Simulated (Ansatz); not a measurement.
**Epitaxial strain in ZrO$_{2}$: moduli and critical thickness**

All numbers below come from DFT PBE, scalar-relativistic, plane waves, PAW in Ansatz. Settings: 420 eV cutoff, 6×6×4 k-mesh, Gaussian smearing of 0.02 eV, no spin polarisation.

Reference structure (relaxed):

```
Zr O
1.0
     3.62100    0.00000    0.00000
     0.00000    3.62100    0.00000
     0.00000    0.00000    5.28244
Zr O
2 4
Direct
  0.00000 0.00000 0.00000
  0.50000 0.50000 0.50000
  0.00000 0.50000 0.30719
  0.00000 0.50000 0.80719
  0.50000 0.00000 0.69281
  0.50000 0.00000 0.19281
```

The a-b plane is strained alike in both directions, as on a substrate, while c and the atoms relax within the symmetry that the strain leaves. Stress is positive in compression; energies are free energies at the smearing used, per atom.

```tsv
strain (%)	c (Å)	σ in plane (GPa)	ΔE (meV/atom)
-4.5	5.4242	26.72	82.35
-3.0	5.3662	17.19	35.82
-1.5	5.3202	8.24	8.76
+0.0	5.2824	0.01	0.00
+1.5	5.2530	-7.49	8.33
+3.0	5.2287	-14.24	32.27
+4.5	5.2096	-20.28	70.68
```

Get the biaxial modulus twice, from the stresses and from the energies of the innermost pair.

From stress: M = −Δσ/Δε = (8.24 − (-7.49)) / 0.030 = 524 GPa. Two in-plane directions each store σε/2, so the energy density is Mε²: M = (mean ΔE)/(V ε²) = 8.54 meV / (11.544 Å³ × 0.015²) × 0.16022 GPa Å³/meV = 527 GPa. The two agree.

How well does Mε², with M from the stresses, predict the outermost points?

76.5 meV predicted against 82.4 computed at -4.5 %; 76.5 meV predicted against 70.7 computed at +4.5 %. Compression costs more than stretching, the usual sign of bonds that stiffen as they shorten.

How does c respond, and up to what thickness can a film with 1 % or 2 % misfit stay coherent on a thick substrate?

c answers with ε_c = −0.42 ε. In an isotropic solid that ratio is 2ν/(1 − ν), so ν = r/(2 + r) = 0.17. A film of thickness h stores Mε²h per area, 52.4 mJ/m² per nm at 1 %. The Matthews–Blakeslee balance for pure edge misfit dislocations, h = b/(8πf(1 + ν)) × (ln(h/b) + 1), with b taken as the in-plane vector a = 3.62 Å, solved by iteration, gives 4.2 nm at f = 1 % and 1.5 nm at 2 %. This is an isotropic estimate in which the moduli cancel; the real Burgers vector, glide system, anisotropy and slow kinetics can shift it by a factor of a few, mostly upward.

This form isn't the usual stable structure of the compound.